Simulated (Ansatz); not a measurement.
**Convergence notes, G0W0 on TlBr (CsCl type)**

TlBr, CsCl type, relaxed with r2SCAN; one-shot G0W0 in Ansatz without spin-orbit coupling. (Simulation; spin polarisation is off.)

Space group Pm-3m (No. 221). a = 3.995 Å, b = 3.995 Å, c = 3.995 Å, α = 90.00°, β = 90.00°, γ = 90.00°

| atom | site | symmetry | x | y | z |
| --- | --- | --- | --- | --- | --- |
| Tl | 1a | m-3m | 0.0000 | 0.0000 | 0.0000 |
| Br | 1b | m-3m | 0.5000 | 0.5000 | 0.5000 |

Gaps are read over the mesh points alone. G0W0 values are finite-basis, finite-mesh values.
```json
{"start": "PBE", "potentials": "PAW", "frequency model": "contour deformation", "mesh": "4×4×4", "empty bands": "103", "screening cutoff (eV)": "80", "Kohn-Sham gap (eV)": "1.88", "G0W0 gap (eV)": "2.75", "rough cost": "15 core-seconds"}
{"start": "PBE", "potentials": "PAW", "frequency model": "contour deformation", "mesh": "4×4×4", "empty bands": "239", "screening cutoff (eV)": "140", "Kohn-Sham gap (eV)": "1.88", "G0W0 gap (eV)": "2.94", "rough cost": "60 core-seconds"}
{"start": "PBE", "potentials": "PAW", "frequency model": "contour deformation", "mesh": "4×4×4", "empty bands": "440", "screening cutoff (eV)": "210", "Kohn-Sham gap (eV)": "1.88", "G0W0 gap (eV)": "3.02", "rough cost": "4 core-minutes"}
{"start": "HSE06", "potentials": "PAW", "frequency model": "contour deformation", "mesh": "4×4×4", "empty bands": "239", "screening cutoff (eV)": "140", "Kohn-Sham gap (eV)": "2.58", "G0W0 gap (eV)": "3.36", "rough cost": "3 core-minutes"}
{"start": "LDA", "potentials": "PAW", "frequency model": "contour deformation", "mesh": "4×4×4", "empty bands": "239", "screening cutoff (eV)": "140", "Kohn-Sham gap (eV)": "1.69", "G0W0 gap (eV)": "2.86", "rough cost": "60 core-seconds"}
{"start": "r2SCAN", "potentials": "PAW", "frequency model": "contour deformation", "mesh": "4×4×4", "empty bands": "239", "screening cutoff (eV)": "140", "Kohn-Sham gap (eV)": "2.32", "G0W0 gap (eV)": "3.22", "rough cost": "70 core-seconds"}
{"start": "PBE", "potentials": "PAW", "frequency model": "Godby-Needs pole", "mesh": "4×4×4", "empty bands": "239", "screening cutoff (eV)": "140", "Kohn-Sham gap (eV)": "1.88", "G0W0 gap (eV)": "2.92", "rough cost": "70 core-seconds"}
{"start": "PBE", "potentials": "PAW", "frequency model": "contour deformation", "mesh": "6×6×6", "empty bands": "103", "screening cutoff (eV)": "80", "Kohn-Sham gap (eV)": "1.88", "G0W0 gap (eV)": "2.80", "rough cost": "80 core-seconds"}
{"start": "PBE", "potentials": "norm-conserving", "frequency model": "contour deformation", "mesh": "4×4×4", "empty bands": "239", "screening cutoff (eV)": "140", "Kohn-Sham gap (eV)": "1.89", "G0W0 gap (eV)": "2.87", "rough cost": "90 core-seconds"}
```

G0W0 moves the gap on the mesh from 1.88 eV (PBE) to 3.02 eV (direct at X). Renormalisation factors Z lie between 0.69 and 0.80.

Raising bands and cutoff together moves the gap by +0.19 eV (80 to 140 eV), then +0.08 eV (140 to 210 eV); the last step is still large, so the basis limit isn't reached. Starting from HSE06 (2.58 eV against PBE's 1.88 eV) gives 3.36 eV, +0.42 eV from G0W0@PBE at the same screening cutoff. Starting from LDA (1.69 eV against PBE's 1.88 eV) gives 2.86 eV, -0.08 eV from G0W0@PBE at the same screening cutoff. Starting from r2SCAN (2.32 eV against PBE's 1.88 eV) gives 3.22 eV, +0.28 eV from G0W0@PBE at the same screening cutoff. The Godby-Needs plasmon pole differs from contour deformation by -0.02 eV. A 6×6×6 mesh in place of 4×4×4 changes the opening over PBE by +0.04 eV (the gap on the mesh by +0.05 eV). Norm-conserving potentials (wave cutoff 820 eV against 420 eV) shift the quasiparticle gap by -0.07 eV and the PBE gap by +0.01 eV. r2SCAN runs take a wave cutoff of 500 eV.

With a shallow d shell on the cation, G0W0 converges slowly in bands and cutoff, so these values are in doubt.
